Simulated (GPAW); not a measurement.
Runs of GPAW 26.7.0 on ZnSe (Stilleite). The structure is cubic, space group F-43m (No. 216). Conventional cell: a = 5.668 Å, b = 5.668 Å, c = 5.668 Å, α = 90.00°, β = 90.00°, γ = 90.00°. Around Se (site symmetry -43m) lie 4 Zn at 2.45 Å. Zn (site symmetry -43m) is surrounded by 4 Se at 2.45 Å. 

```tsv
task	level	potentials or basis	k mesh	cutoff (eV)	maxiter	other keys	mesh quality	gap on the mesh (eV)	pressure (GPa)	V0 of scaled cells (Å³/atom)	B0 (GPa)
single point	PBE	GPAW PAW data sets (gpaw-data 1.2.1), pw	7 × 7 × 7	1200	60	several, not listed	not flagged	1.30	2.1	-	-
equation of state	revPBE+D4	the program's PAW data sets (release 1.2.1) made for this functional, pw	7 × 7 × 7	600	150	-	not flagged	-	-	(c)	(a)
equation of state	revPBE+D3(BJ)	the program's PAW data sets (release 1.2.1) made for this functional, pw	7 × 7 × 7	600	150	-	not flagged	-	-	22.33	66
equation of state	RPBE+D3	the program's PAW data sets (release 1.2.1) made for this functional, pw	7 × 7 × 7	600	150	-	not flagged	-	-	22.93	(b)
single point	PBE	GPAW PAW data sets (gpaw-data 1.2.1), pw	13 × 13 × 13	600	60	several, not listed	not flagged	1.30	2.1	-	-
single point	HSE03	GPAW PAW data sets (gpaw-data 1.2.1), pw	4 × 4 × 4	450	60	-	coarse	2.35	-	-	-
equation of state	PW91	PAW data sets generated in the run's folder for this functional, pw	7 × 7 × 7	600	150	-	not flagged	-	-	23.42	58
```

Alike in all rows: no spin polarisation; cell as given; smearing fermi-dirac 0.05 eV.

Question: Fill in the values left out.

Answer: (a) 64; (b) 59; (c) 22.52.

Caveats: some runs use coarse meshes; exact exchange converges slowly with the k mesh, and this mesh is small (some runs); the PAW data sets were made with another functional, which shifts forces and pressure a little (some runs).

A k mesh can miss the band edges, and the runs leave out spin-orbit coupling on Se.
